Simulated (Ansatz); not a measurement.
Cu, DFT, PBE, PAW with Ansatz's default frozen-core files, scalar-relativistic (Ansatz 0.2.0), run on 1 thread of Intel(R) Xeon(R) Platinum 8488C (Sapphire Rapids) on a shared host.

The cell is COD entry 5000216, as deposited and not checked against the literature; nothing was relaxed. The listed cell was then made from it by scaling, straining or moving an atom.

Command: `ansatz run input.yaml --threads 1 --pin off --max-ram 3072MiB --backend cpu --events-out ev --progress --plain --runs-dir out`

```yaml
crystal:
  lattice:
    - [-0.03615, 1.789425, 1.789425]
    - [1.789425, -0.03615, 1.789425]
    - [1.789425, 1.789425, -0.03615]
  atoms:
    - { symbol: Cu, position: [0.0, 0.0, 0.0] }
kpoints:
  mp_grid: { grid: [19, 19, 19] }
scf:
  occupations: { method: fermi_dirac, width: 0.08 }
hamiltonian:
  xc: pbe
  pseudopotentials: { kind: paw }
output:
  forces: true
  stress: true
  eigenvalues: true
  efg: { contact_densities: true }
```

(1) How large is the problem that the program sets up?

(2) Estimate the wall time and the peak memory.

(3) And the same cell and mesh by all-electron PAW (datasets made for this crystal), asked for forces, stress, eigenvalues, efg, on the same hardware?

Answers

(1) 670 irreducible k-points, 253 plane waves at Γ, 14 bands.

(2) 6.5 s of wall time for 6 SCF iterations, with a peak of 0.46 GiB. Times on shared machines scatter by tens of per cent.

(3) 25 s, peak memory 0.65 GiB.
